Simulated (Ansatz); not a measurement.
Crystal: Tl.

```
Tl
1.0
     3.45600    0.00000    0.00000
    -1.72800    2.99298    0.00000
     0.00000    0.00000    5.52500
Tl
2
Cartesian
  1.7280 0.9977 4.1438
  0.0000 1.9953 1.3813
```

Base run:

* Program: Ansatz 0.2.0
* Functional: revPBE
* Potentials or basis: all-electron LAPW, scalar-relativistic
* Cutoff: 167 eV
* Density cutoff: 668 eV
* Basis error allowed: 0.001 eV/atom
* k mesh: 9 × 9 × 5
* Occupations: methfessel-paxton, width 0.2 eV
* Spin: no spin polarisation

Its results: pressure 4.8 GPa.

Q: The run is repeated on the same cell with these changes: functional from revPBE to PBE; dispersion from none to D3(BJ). What comes out?

A: Pressure 1.4 GPa.

Several settings changed at once, so the effect can't be laid on one alone.

Caveats: pairwise dispersion overbinds metals, which lowers pressure and volume (some runs).

Not every run made on this cell is shown here.
